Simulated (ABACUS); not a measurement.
MoS2: band structure with LDA

The system is MoS2.

```
CELL_PARAMETERS angstrom
1.58000 0.91221 6.15000
-1.58000 0.91221 6.15000
0.00000 -1.82443 6.15000
ATOMIC_POSITIONS crystal
Mo 0.00000 0.00000 0.00000
S 0.41700 0.41700 0.41700
S 0.25000 0.25000 0.25000
```

Measurements of this composition are mostly on another form, of space group No. 194.

```json
{"Program": "ABACUS 3.10.1", "Task": "band structure", "Functional": "LDA", "Potentials or basis": "PseudoDojo NC SR 0.4.1 LDA stringent", "Cutoff": "1102 eV", "Density cutoff": "4408 eV", "Basis": "plane waves", "Occupations": "fermi-dirac, width 0.05 eV", "Spin": "no spin polarisation", "Radial cutoff of the potentials (pseudo_rcut)": "7 bohr", "Threshold of the eigensolver": "1e-07 Ry", "Density": "read from an earlier self-consistent run", "Path": "G-L-B1, B-Z-G-X, Q-F-P1-Z, L-P", "Points for each segment of the path": "10", "SCF threshold on the density": "1e-08", "Max SCF steps": "100", "Eigensolver": "dav", "Mixing": "broyden", "Mixing share": "0.7", "Symmetry key": "-1"}
```

```json
{"Band gap along the path": "0.86 eV, indirect (least direct gap 1.71 eV)"}
```

Levels at the corners of the path, in eV from the Fermi level:
```
point  band 11  band 12  band 13  band 14  band 15  band 16
    Γ    -2.77    -1.68    -1.63     1.59     1.59     2.02
    L    -2.76    -2.08    -1.94     1.14     1.55     2.99
   B1    -4.22    -3.23    -1.24     0.52     1.81     2.57
    B    -4.22    -3.23    -1.24     0.52     1.81     2.57
    Z    -2.74    -2.74    -0.41     1.69     1.69     1.89
    Γ    -2.77    -1.68    -1.63     1.59     1.59     2.02
    X    -4.14    -3.28    -1.23     0.49     1.82     2.55
    Q    -4.14    -3.28    -1.23     0.49     1.82     2.55
    F    -3.34    -2.26    -1.76     1.09     1.68     2.51
   P1    -3.22    -2.22    -1.78     1.10     1.71     2.57
    Z    -2.74    -2.74    -0.41     1.69     1.69     1.89
    L    -2.76    -2.08    -1.94     1.14     1.55     2.99
    P    -3.22    -2.22    -1.78     1.10     1.71     2.57
```

Wall time 28 s on 4 MPI ranks on Intel(R) Xeon(R) 6975P-C (Granite Rapids), on a shared host, peak memory 0.64 GiB a rank.

Caveat: the density is read from an earlier self-consistent run, whose mesh may be coarse.
